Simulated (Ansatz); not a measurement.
# AlNi3 in Ansatz: the effect of target pressure

The system is AlNi3.

```xyz
4
Lattice="0.0000 2.8019 2.8019 2.8019 0.0000 2.8019 2.8019 2.8019 0.0000" Properties=species:S:1:pos:R:3 pbc="T T T"
Ni    4.2028    4.2028    4.2028
Ni    0.0000    0.0000    0.0000
Ni    1.4009    1.4009    1.4009
Al    2.8019    2.8019    2.8019
```

The cell comes from a database or a generator and needn't be the stable form of this composition.

Alike in all runs:

| Quantity | Value |
| --- | --- |
| Program | Ansatz 0.2.0 |
| Task | relaxation of cell and atoms |
| Functional | PBEsol |
| Potentials or basis | Ansatz PAW |
| Cutoff | 420 eV (not typed: the program's choice for these potentials) |
| k mesh | 8 × 8 × 8 |
| Occupations | fermi-dirac, width 0.05 eV |
| Spin | collinear spin, ferromagnetic start |
| Starting moments | [1.0, 1.0, 1.0, 0.0] μB |

Each run relaxes the cell or the atoms first.

```csv
target pressure,relaxed volume (Å³/atom)
0 GPa,10.96
2 GPa,10.85
5 GPa,?
10 GPa,10.48
20 GPa,10.09
30 GPa,9.77
```

**Question.** What does the run with target pressure 5 GPa give?

**Answer.** Relaxed volume 10.70 Å³/atom.

Worked out: In Murnaghan's law V^(-B') rises as a straight line in P. The other rows fit best with B' = 4.2, V0 = 10.96 Å³/atom and B0 = 203 GPa, which gives 10.70 Å³/atom at 5 GPa, against the run's 10.70.

Caveats: the plane-wave basis is chosen anew once the cell has moved, so the energies of steps on either side of that aren't comparable; the PAW data sets come from PBE, with cores solved anew for the run's functional, which leaves a small shift of forces and pressure; the starting moments weren't kept.
